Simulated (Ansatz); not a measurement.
NaCl, DFT, PBE, all-electron LAPW, scalar-relativistic (Ansatz 0.2.0), run on 1 thread of Intel(R) Xeon(R) Platinum 8488C (Sapphire Rapids) on a shared host.

The cell is a database entry far from equilibrium at this level of theory, probably a faulty or high-pressure entry; it serves as a test geometry alone. The listed cell was then made from it by scaling, straining or moving an atom.

Command: `ansatz run input.yaml --threads 1 --pin off --max-ram 2048MiB --backend cpu --events-out ev --progress --plain --runs-dir out`

```yaml
crystal:
  lattice:
    - [2.86, 0.0429, 0.0429]
    - [0.0429, 2.86, 0.0429]
    - [0.0429, 0.0429, 2.86]
  atoms:
    - { symbol: Na, position: [0.0, 0.0, 0.0] }
    - { symbol: Cl, position: [0.5, 0.5, 0.5] }
kpoints:
  mp_grid: { grid: [9, 9, 9] }
scf:
  occupations: { method: fermi_dirac, width: 0.03 }
hamiltonian:
  xc: pbe
  pseudopotentials: { kind: all_electron, lapw: { basis_error: 0.0005 } }
output:
  forces: true
  stress: true
  eigenvalues: true
```

Q: How large is the problem that the program sets up?

A: 85 irreducible k-points, 191 plane waves at Γ, 16 bands.

Q: About how long does it take, and how much memory does it use?

A: 14 s of wall time for 6 SCF iterations, with a peak of 0.35 GiB. Times on shared machines scatter by tens of per cent.

Q: And the same cell and mesh by frozen-core PAW, asked for forces, stress, eigenvalues, efg, on the same hardware?

A: 4 s, peak memory 0.38 GiB.

Q: And the same cell and mesh by all-electron PAW (datasets made for this crystal), asked for forces, stress, eigenvalues, efg, on the same hardware?

A: 16 s, peak memory 0.48 GiB.
